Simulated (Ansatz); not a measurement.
# Ge (Imma) in Ansatz: notebook

The runs below take Ge through density of states, phonons, elastic constants, with PBEsol.

Everything below comes from runs of Ansatz 0.2.0. Logs are shortened: lines on timing, memory, paths and dates and some standing lists are left out, and cuts for length are marked.

### 1 The structure

It takes space group Imma (No. 74, orthorhombic). Conventional cell: a = 4.992 Å, b = 5.302 Å, c = 2.874 Å, α = 90.00°, β = 90.00°, γ = 90.00°. Ge (site symmetry mm2) is surrounded by 6 Ge at 2.68 to 2.87 Å.

This isn't the form of Ge at room conditions, which is diamond.

### 2 Density of states, PBEsol

File input.yaml:

```yaml
crystal:
  lattice:
    - [-2.495898, 2.650863, 1.436947]
    - [2.495898, -2.650863, 1.436947]
    - [2.495898, 2.650863, -1.436947]
  atoms:
    - { symbol: Ge, position: [0.314057, 0.064057, 0.25] }
    - { symbol: Ge, position: [0.685943, 0.935943, 0.75] }
kpoints:
  mp_grid: { grid: [11, 11, 11] }
scf:
  occupations: { method: fermi_dirac, width: 0.05 }
hamiltonian:
  xc: pbesol
  pseudopotentials: { kind: all_electron, datasets: crystal }
output:
  forces: true
  stress: true
  eigenvalues: true
  dos: { projected: false, de: 0.2, e_range: [-20, 10] }
```

Potentials or basis: all-electron PAW datasets made for the crystal.

The run is started by

```console
ansatz run input.yaml --threads 1 --pin off --max-ram 3072MiB --backend cpu --events-out ev --progress --plain --runs-dir out
```

The log of the run:

```text
Warning: RAYON_NUM_THREADS=1 ignored (pool sized by the plan → 1); use --threads N
hamiltonian.pseudopotentials.datasets: crystal makes datasets for this crystal and solves the spheres of its atoms anew in each pass: cutoff 160.0 eV, the density's 800.0 eV; for an error of 0.50 meV an atom under PBE, 1.0 meV for the cell; an energy difference from a run of another recipe may be off by several times the error for the cell, under r2SCAN by more, where some 0.1 meV an atom stays at smaller errors; Ge in spheres of 1.334 Å, 4 of its electrons in bands, 10 on its site; only band paths and densities of states list, in semicore columns, the levels of the semicore shells that are solved separately: 3d of Ge
band count auto-derived: 10 (N_el = 8.0; filled up to band 4; 8 by the electrons, moments and atoms)
Engine: ansatz 0.2.0, aarch64-unknown-linux-gnu
Pseudopotentials: kind: all_electron
Pseudopotential: Ge, paw, valence charge 14, recommended cutoff 160 eV (normal), crystal/all_electron/pbesol/scalar/gaussian/Ge, Koelling and Harmon's equation, gaussian nucleus
Functional definition: PBEsol
  exchange = pbesol_x
  correlation = pbesol_c
Crystal: 2 atoms, lattice volume = 38.029 Å³
Basis set: ecut = 160 eV, 167 PW (Γ), exchange–correlation on 40×40×40 points (8 copies of the dense FFT grid, shifted against one another)
Bands: 10, of which v1, the nominal top of the filled ones, is band 4 counted from 1 (3 counted from 0)
Symmetry: 8 space group operations
Space group: Imma (ITA 74), of the structure as read, at distance tolerance 3.4e-5 Å
k-points: 216 of 1331
Non-local potential: Ge, projectors of the file, l = 0: 1, l = 1: 2
PAW form: soft (Blöchl's): semilocal exchange-correlation on the pseudo side does not see the compensation charge
PAW one-centre angular grid: Ge, 110 points (default); XC on its mesh's 1901 points in the sphere
Initial density: superposition of atomic densities (neutral atoms: chi_scale 0, normalization atom)
Initial wavefunctions: pseudopotential atomic-orbital guess
Functional: x = pbesol(κ = 0.804, μ = 0.12345679012345678), c = pbesol(β = 0.046)
iter 1 solved again at ethr=1.18e-3 eV; its pass at ethr=1.00e-1 eV (dr2=9.44e-2 eV) is discarded
SCF iter   1: F=—  HF=-114149.323737 eV  |F-HF|=—  |Δ(HF+E_count)|=         —  Δρ=1.75e-2  dr2=8.88e-2  ethr=1.18e-3  ⟨swp⟩=4.1  Hψ=15790  notcnv=0
preconditioner: auto → none  [metal: Δε(μ)=0.014 eV  Ē_g=11.588 eV  σ=0.050 eV  W_gap=0.07  n_scr=4 (ndim 8)  ℏωp=17.0 eV  f_vac=0.000  D(μ)=0.77/eV (n_scr^D=4)  sad-step TF]
SCF iter   2: F=—  HF=-114149.327890 eV  |F-HF|=—  |Δ(HF+E_count)|=   4.15e-3  Δρ=1.07e-2  dr2=3.27e-2  ethr=1.11e-3  ⟨swp⟩=2.1  Hψ=4032  notcnv=0  defer=13
iter 3 solved again at ethr=5.24e-6 eV; its pass at ethr=4.09e-4 eV (dr2=4.19e-4 eV) is discarded
SCF iter   3: F=—  HF=-114149.323951 eV  |F-HF|=—  |Δ(HF+E_count)|=   3.94e-3  Δρ=1.15e-3  dr2=4.00e-4  ethr=5.24e-6  ⟨swp⟩=2.1  Hψ=11562  notcnv=0  defer=9
SCF iter   4: F=—  HF=-114149.323559 eV  |F-HF|=—  |Δ(HF+E_count)|=   3.91e-4  Δρ=3.06e-4  dr2=2.63e-5  ethr=5.00e-6  ⟨swp⟩=2.0  Hψ=3200  notcnv=0  defer=5
SCF iter   5: F=—  HF=-114149.323511 eV  |F-HF|=—  |Δ(HF+E_count)|=   4.84e-5  Δρ=5.00e-5  dr2=8.78e-7  ethr=3.29e-7  ⟨swp⟩=2.0  Hψ=3087  notcnv=0  defer=3
SCF iter   6: F=-114149.323509 eV  HF=-114149.323509 eV  |F-HF|=1.32e-8  |Δ(HF+E_count)|=   1.39e-6  Δρ=7.61e-6  dr2=1.88e-8  ethr=1.10e-8  ⟨swp⟩=3.0  Hψ=3785  notcnv=0  defer=1
SCF 1 converged in 6 iterations: F = -114149.323508 eV  dr2 = 1.88e-8
  Residual-converged pass: ⟨swp⟩=3.0  Hψ=3444  notcnv=0  max |occ|·‖R‖ = 5.3e-6 eV (tolerance 5.3e-6 eV)  dr2=1.97e-8  dr2_onsite=2.65e-8  max |Δocc| = 1.2e-8
SCF converged after 6 iterations
Free energy (F): -114149.323508 eV
Harris-Foulkes:  -114149.323508 eV  (|F-HF|=1.32e-8)
Internal energy: -114149.317151 eV  (E = F + TS)
E sigma→0 (E₀):  -114149.320330 eV
Entropy (-TS):   -0.006356 eV (-3.178 meV/atom)
Past the cutoff: the bands carry plane waves up to 1.75 times it, of which those up to 1.5 times it add -0.000106 eV an atom, each by itself; the spheres take 0.000050 eV an atom off the energy for waves past 1.75 times it
By the cutoff:   a pressure is off by up to 0.005 GPa (1.2 times the spheres' own share and the shells' term, over an atom's volume, and 0.004 GPa: a bound that held against runs at twice the plane waves)
Past the cutoffs: a stress includes 0.0012 GPa for waves and charges beyond them, in addition to the slope of what the spheres take
In the spheres:  the bands' charges fall short by 1.2e-7 e at most (sound up to 1e-3), those of shells solved beside the bands by 2.6e-7 e (sound up to 5e-4)
Fermi energy:    12.355416 eV
--- Per-component energies (eV) ---
  E_band       = 55.905693
  E_kinetic    = 85.709737
  E_local      = -2002.413667  (includes V_loc(G=0)·N_el)
  E_nonlocal   = 6.322638
  E_hartree    = 1027.470732
  E_xc         = -102.292362
  E_vxc        = -118.441768  (∫ρ·V_xc dr)
  E_paw        = -118858.807286  (= ΣΔE_a)
  E_vpaw       = -8688.220863  (= ΣTr[D̂ρ^β])
  E_ewald      = -3023.321753
  E_smearing   = -0.006356  (= −TS)
  E_closure    = 8718.014809  (closes the sum)
  Σ components = -114149.323508   (vs F -114149.323508, Δ=0.00e0)
  The terms above E_closure are by the made datasets' own strengths, without shells solved beside the bands.
--- Forces (eV/Å), atoms counted from 1 ---
  atom   1  Ge     0.00000000     0.00000000     0.05908445
  atom   2  Ge     0.00000000     0.00000000    -0.05908445
  max |Σ_I F_I| component: 0.00e0 eV/Å
--- Stress (GPa, compression-positive) ---
       -1.288909       0.000000       0.000000
        0.000000      -3.327062       0.000000
        0.000000       0.000000      -2.761256
  P = ⅓ Tr σ = -2.4591 GPa (-24.591 kbar)
  It holds what live shells' own plane waves past their cutoff add
--- Band table (eV; the first three rows and the last of 216) ---
  k-point 0: bands = ["-0.7635", "8.5204", "9.9974", "10.4416", "15.7586", "19.2853", "19.5121", "20.2303"]
  k-point 1: bands = ["-0.6721", "7.6852", "10.3027", "10.8514", "16.2378", "18.5056", "19.4726", "20.1187"]
  k-point 2: bands = ["-0.3978", "6.3147", "10.6238", "11.6423", "17.2023", "17.5697", "18.7411", "19.6684"]
  k-point 215: bands = ["3.2963", "3.7682", "6.5415", "7.2000", "16.7795", "19.2141", "22.8998", "23.1770"]
```

It took 11 s on 1 thread of Arm Neoverse V2, shared host; peak memory 0.46 GiB.

Results:

```yaml
Free_energy: -114149.3235 eV
Pressure: -2.5 GPa
Largest_force: 0.059 eV/Å
Band_gap_on_the_k_mesh: none (metal or under the smearing width)
```

Forces on the atoms (eV/Å):
```
Ge   0.000  0.000  0.059
Ge   0.000  0.000 -0.059
```

Stress tensor (GPa, compression positive):
```
-1.29  0.00  0.00
 0.00 -3.33  0.00
 0.00  0.00 -2.76
```

States per cell in windows of 1 eV (zero at the Fermi level; states under -8 eV left out):
```
from (eV)  total
     -8.0   0.56
     -7.0   0.52
     -6.0   0.39
     -5.0   0.61
     -4.0   0.76
     -3.0   0.90
     -2.0   1.06
     -1.0   0.84
      0.0   0.82
      1.0   0.83
      2.0   0.91
      3.0   1.01
      4.0   1.19
      5.0   1.23
      6.0   1.08
      7.0   1.07
```

Caveat: the program warned that the printed levels may be off, so bands, gaps and densities of states are rough.

### 3 Phonons, PBEsol

input.yaml, as its differences from that of step 2:

```diff
@@ -14,7 +14,6 @@
   xc: pbesol
-  pseudopotentials: { kind: all_electron, datasets: crystal }
-output:
-  forces: true
-  stress: true
-  eigenvalues: true
-  dos: { projected: false, de: 0.2, e_range: [-20, 10] }
+  pseudopotentials: { kind: all_electron, lapw: { basis_error: 0.001 } }
+output: {}
+phonons:
+  method: fd
+  supercell: [1, 1, 1]
```

Potentials or basis: all-electron LAPW, scalar-relativistic.

The run is started by

```console
ansatz run input.yaml --threads 1 --pin off --max-ram 3072MiB --backend cpu --events-out ev --progress --plain --runs-dir out
```

The log of the run:

```text
Warning: RAYON_NUM_THREADS=1 ignored (pool sized by the plan → 1); use --threads N
LAPW: plane waves up to 8.467 Å⁻¹, error target 1.0e-3 eV per atom; small_component_spin mean_spin; Ge in spheres of 1.298 Å, 22 of its electrons in bands, Dirac shells [] (how accurate: hamiltonian.pseudopotentials.lapw.basis_error, Limitations)
[... 2 set-up lines as earlier in the session ...]
Pseudopotential: Ge, LAPW, valence charge 22, lapw/all_electron/scalar/gaussian/Ge, Koelling and Harmon's equation, gaussian nucleus
[... 3 set-up lines as earlier in the session ...]
[... 83 lines left out ...]
  k-point 2: bands = ["-150.9633", "-150.9629", "-98.2880", "-98.2878", "-98.2758", "-98.2734", "-98.2555", "-98.2522", "-12.3615", "-12.3109", "-12.3041", "-12.2848", "-12.2504", "-12.2209", "-12.1723", "-12.1701", "-12.1471", "-12.0892", "-0.3977", "6.3147", "10.6239", "11.6423", "17.2024", "17.5697", "18.7411", "19.6682", "19.8480"]
  k-point 215: bands = ["-150.9631", "-150.9631", "-98.2882", "-98.2875", "-98.2762", "-98.2729", "-98.2561", "-98.2517", "-12.3549", "-12.2933", "-12.2640", "-12.2377", "-12.2156", "-12.2094", "-12.1971", "-12.1866", "-12.1729", "-12.1697", "3.2963", "3.7682", "6.5416", "7.2000", "16.7794", "19.2140", "22.9000", "23.1770", "24.7723"]
--- Phonons: 3 displaced members + reference (amplitude 0.01 Å, Σ member SCF iterations 21) ---
  symmetry images taken by strict's conditions (phonons.symmetry_images: auto; settled by no image being taken that strict refuses)
  ASR residual: 8.195e-5 → 0.000e0 eV/Å²; symmetrization residual: 4.441e-16 eV/Å²
  largest component of a force at the reference: 5.9e-2 eV/Å
  ASR residual per site (eV/Å²): 8.20e-5 8.20e-5
  Γ frequencies (cm⁻¹): 0.00 0.00 0.00 49.82 136.94 168.45
  density of states and harmonic sums: on the 24×25×17 q-mesh, interpolated from the force constants of a 1×1×1 supercell (no non-analytic term)
  largest difference from the sums on the solved wave vectors: F 8.42e-1 eV, S 1.10e-3 and C_V 2.58e-4 eV/K
  zero-point energy: 0.028037 eV/cell   skipped modes (ω ≤ 0): 39, of them read as no rigid motion or as one in doubt: 36 (7.059e-3 modes/cell left out, lowest 0.00 cm⁻¹)   left out of the sums: 1.23e-3 of the cell's modes: C_V's classical limit lies that fraction below 3 k_B per atom; for a crystal, a wire or a layer, F and S can be off by more, and a phonons.interpolated_qmesh denser along its periods is the remedy for the sampling
```

phdos.tsv:

```text
# omega_inv_cm	omega_thz	g_bin_mean(omega)[modes/inv_cm]
# format = ansatz-phdos/2
# interpolated_qmesh = 24 25 17
# force_constants_supercell = 1 1 1
# lo_to_splitting: not included (the non-analytic LO-TO correction is not applied to the interpolated dynamical matrix; polar crystals: no LO-TO splitting at GAMMA, and LO and other optical branches, acoustic branches and sound speeds, and with them the density of states and the thermodynamics, can be off between the wave vectors that the force constants were sampled on, most near GAMMA; a larger extent of the force constants narrows that region and is not shown to mend the acoustic slopes)
# g_bin_mean(omega): the modes in a bin one row spacing wide, centred on omega, divided by that spacing. A flat band (one whose frequency is the same at every q-point) is counted whole in the row whose bin holds it (on the edge of two bins, in the lower row). The modes of the run's own cell are the sum of g_bin_mean times the row spacing in inv_cm (a plain sum, not the trapezoid rule); for a one-atom cell on a GAMMA-only q-mesh every row is zero, so that sum is 0, not 3
0.000000	0.000000	7.467869e-5
0.336903	0.010100	1.247930e-3
0.673805	0.020200	5.733903e-3
1.010708	0.030300	1.269130e-2
1.347610	0.040400	2.130268e-2
1.684513	0.050500	3.675577e-2
[... 493 lines left out ...]
168.114406	5.039943	1.692323e-1
168.451308	5.050043	7.805147e-2
```

phthermo.tsv:

```text
# format = ansatz-phthermo/1
# interpolated_qmesh = 24 25 17
# force_constants_supercell = 1 1 1
# non_analytic_term = not included (the non-analytic LO-TO correction is not applied to the interpolated dynamical matrix; polar crystals: no LO-TO splitting at GAMMA, and LO and other optical branches, acoustic branches and sound speeds, and with them the density of states and the thermodynamics, can be off between the wave vectors that the force constants were sampled on, most near GAMMA; a larger extent of the force constants narrows that region and is not shown to mend the acoustic slopes)
# zero_point_energy_ev = 2.8037240594e-2
# n_skipped_modes = 39
# share_of_modes_left_out = 1.2254901961e-3
# vibrations_at_or_below_zero_n_entries = 36
# vibrations_at_or_below_zero_modes_per_cell = 7.0588235294e-3
# vibrations_at_or_below_zero_lowest_omega_inv_cm = 0.000
# rigid_motions_known_by = geometry
# t_k	f_vib_ev	s_ev_per_k	c_v_ev_per_k
0.0000	2.8037240594e-2	0.0000000000e0	0.0000000000e0
10.0000	2.7644872197e-2	8.1779288186e-5	8.8680073063e-5
20.0000	2.6374097465e-2	1.7253521237e-4	1.7982759934e-4
30.0000	2.4210452133e-2	2.5898840141e-4	2.4836762918e-4
40.0000	2.1218531096e-2	3.3823410685e-4	3.0326357845e-4
50.0000	1.7467979573e-2	4.1081000439e-4	3.4708803211e-4
[... 93 lines left out ...]
990.0000	-1.3121353471e0	1.8425476067e-3	5.1565529879e-4
1000.0000	-1.3305867794e0	1.8477301909e-3	5.1567021791e-4
```

Run time: 5.8 min. Hardware: 1 thread of Arm Neoverse V2, shared host; peak memory 0.8 GiB.

Results:

- Free energy: -114149.3230 eV
- Largest force: 0.059 eV/Å
- Band gap on the k mesh: none (metal or under the smearing width)
- Highest phonon frequency at Γ: 168 cm⁻¹

Forces in eV/Å, atoms in the order of the input:
```
Ge   0.000  0.000  0.059
Ge   0.000  0.000 -0.059
```

Phonon frequencies in cm⁻¹ (negative: imaginary):
| q point | frequencies |
| --- | --- |
| (0.000, 0.000, 0.000) | 0 0 0 50 137 168 |

Caveat: a metal's response needs a denser mesh.

### 4 Elastic constants, PBEsol

input.yaml, as its differences from that of step 3:

```diff
@@ -9,3 +9,3 @@
 kpoints:
-  mp_grid: { grid: [11, 11, 11] }
+  mp_grid: { grid: [8, 8, 8] }
 scf:
@@ -15,5 +15,7 @@
   pseudopotentials: { kind: all_electron, lapw: { basis_error: 0.001 } }
-output: {}
-phonons:
-  method: fd
-  supercell: [1, 1, 1]
+output:
+  forces: true
+  stress: true
+elastic:
+  mode: relaxed_ion
+  stencil: two_point
```

The run is started by

```console
ansatz run input.yaml --threads 1 --pin off --max-ram 3072MiB --backend cpu --events-out ev --progress --plain --runs-dir out
```

It took 13 min on 1 thread of Arm Neoverse V2, shared host; peak memory 0.54 GiB.

The run converged. Its results:

| Item | Value |
| --- | --- |
| Free energy | -114149.3283 eV |
| Pressure | -2.6 GPa |
| Band gap on the k mesh | none (metal or under the smearing width) |
| Voigt bulk modulus | 67 GPa |

Stress tensor (GPa, compression positive):
```
-2.88  0.00  0.00
 0.00 -3.29  0.00
 0.00  0.00 -1.62
```

Levels at points of the mesh, in eV from the Fermi level:
```
              k point  band 20  band 21  band 22  band 23  band 24  band 25
   (0.00, 0.00, 0.00)    -3.76    -2.31    -1.82     3.47     6.95     7.24
  (0.00, 0.00, -0.50)   -10.30     0.70     0.70     2.33     2.33     6.82
  (0.00, -0.50, 0.00)    -5.93    -3.32    -2.19    -1.67     3.07     4.08
 (0.00, -0.50, -0.50)    -6.83    -1.94    -1.48    -0.85     1.70     3.19
(-0.50, -0.50, -0.50)    -8.15    -5.78    -5.55     4.56     6.68    10.73
```

Elastic tensor in Voigt notation (GPa, in the Cartesian axes of the cell as first typed):
```
106  44  53   0   0   0
 43 107  45   0   0   0
 55  47  98   0   0   0
  0   0   0  11   0   0
  0   0   0   0  14   0
  0   0   0   0   0  47
```

Caveat: the k mesh is thin for a metal, which can move the energy by tens of meV per atom; a metal's response needs a denser mesh; elastic constants of metals need much finer meshes, so these are rough.

### 5 The reference run

An earlier run on the cell as given: functional PBE; potentials or basis all-electron LAPW, scalar-relativistic; cutoff 252 eV (chosen from the basis error); basis error allowed 0.001 eV/atom; k mesh 11 × 11 × 11; occupations fermi-dirac, width 0.05 eV; no spin polarisation.

* Pressure: 1.2 GPa
* Largest force: 0.057 eV/Å
* Band gap on the k mesh: none (metal or under the smearing width)

### 6 Summary

| task | level | potentials or basis | k mesh | cutoff (eV) | basis error allowed | gap on the mesh (eV) | pressure (GPa) | largest force (eV/Å) |
| --- | --- | --- | --- | --- | --- | --- | --- | --- |
| density of states | PBEsol | all-electron PAW datasets made for the crystal | 11 × 11 × 11 | 160 | - | none | -2.5 | 0.06 |
| phonons | PBEsol | all-electron LAPW, scalar-relativistic | 11 × 11 × 11 | 273 | 0.001 eV/atom | none | - | 0.06 |
| elastic constants | PBEsol | all-electron LAPW, scalar-relativistic | 8 × 8 × 8 | 273 | 0.001 eV/atom | none | -2.6 | - |
| single point | PBE | all-electron LAPW, scalar-relativistic | 11 × 11 × 11 | 252 | 0.001 eV/atom | none | 1.2 | 0.06 |

Alike in all rows: no spin polarisation; cell as given; smearing fermi-dirac 0.05 eV.

Caveats: a metal's response needs a denser mesh (some runs); the program warned that the printed levels may be off, so bands, gaps and densities of states are rough (some runs); the k mesh is thin for a metal, which can move the energy by tens of meV per atom (some runs); elastic constants of metals need much finer meshes, so these are rough (some runs).

Compare energies only between runs with the same functional and basis.
